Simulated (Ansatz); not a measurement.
CdTe:

```
Te Cd
1.0
     0.00000    3.20500    3.20500
     3.20500    0.00000    3.20500
     3.20500    3.20500    0.00000
Te Cd
1 1
Direct
  0.75000 0.75000 0.75000
  0.00000 0.00000 0.00000
```

Base run:

| Quantity | Value |
| --- | --- |
| Program | Ansatz 0.2.0 |
| Functional | PBE |
| Potentials or basis | all-electron LAPW, relativistic spinors |
| Cutoff | 260 eV (chosen from the basis error) |
| Basis error allowed | 0.001 eV/atom |
| k mesh | 5 × 5 × 5 |
| Occupations | fermi-dirac, width 0.05 eV |
| Spin | spin-orbit coupling, no magnetisation |

Its results: band gap on the k mesh 0.60 eV, direct; pressure 4.3 GPa.

**Question.** The run is repeated on the same cell with these changes: functional from PBE to PBEsol. What comes out?

**Answer.** Band gap on the k mesh 0.48 eV, direct; pressure 1.8 GPa.

PBEsol binds more tightly than PBE, so the same cell stands under less pressure.
